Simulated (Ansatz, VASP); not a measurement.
# As in VASP and in Ansatz

The input INCAR:

```
  PREC = Accurate
  ENCUT = 520
  EDIFF = 1E-7
  ISMEAR = -1
  SIGMA = 0.08
  LREAL = False
  LASPH = True
  NELM = 60
  ALGO = Normal
  ISIF = 2
  LWAVE = False
  LCHARG = True
  LELF = True
  LVHAR = True
  NBANDS = 8
```

KPOINTS

```
Automatic mesh
0
Gamma
  15 15 15
```

The input POSCAR:

```
As
1.0
    2.0479359594      0.0000000000      0.0000000000
    0.0000000000      2.0479359594      0.0000000000
    0.0000000000      0.0000000000      2.0479359594
As
1
Direct
    0.0000000000      0.0000000000      0.0000000000
```

Input for Ansatz:

```yaml
crystal:
  lattice:
    - [2.0479359594, 0.0, 0.0]
    - [0.0, 2.0479359594, 0.0]
    - [0.0, 0.0, 2.0479359594]
  atoms:
    - { symbol: As, position: [0.0, 0.0, 0.0] }
kpoints:
  mp_grid: { grid: [15, 15, 15] }
  band_path:
    path:
      - [0.0, 0.0, 0.0]
      - [0.0, 0.5, 0.0]
      - [0.5, 0.5, 0.0]
      - [0.0, 0.0, 0.0]
      - [0.5, 0.5, 0.5]
      - [0.0, 0.5, 0.0]
      - [0.5, 0.5, 0.5]
      - [0.5, 0.5, 0.0]
    npoints: 8
scf:
  occupations: { method: fermi_dirac, width: 0.08 }
hamiltonian:
  xc: lda
  pseudopotentials: { kind: paw }
output:
  forces: true
  stress: true
  eigenvalues: true
  populations: true
  dos: { projected: true, de: 0.2, e_range: [-14, 8] }
```

Change from the starting cell: volume scaled by 0.45, PAW files.

Alike in both runs: task single point; functional LDA; k mesh 15 × 15 × 15; occupations fermi-dirac, width 0.08 eV; no spin polarisation.

|  | VASP | Ansatz |
| --- | --- | --- |
| version | VASP 6.6.1 | Ansatz 0.2.0 |
| potentials or method | VASP PAW LDA potentials, release 64 (As) | PAW with Ansatz's default frozen-core files, scalar-relativistic |
| plane-wave cutoff (eV) | 520 | 420 |
| valence electrons in the cell | 5 | 15 |

Ansatz gave:

- pressure (GPa): 421.1

Estimate VASP's values.

pressure (GPa): 443.8.

The two sets of potentials don't hold the same shells in valence.

Caveats: the cell as given lies far from equilibrium; so large a pressure means that the cell lies far from this level's equilibrium, or that cutoff or potentials fall short (VASP).
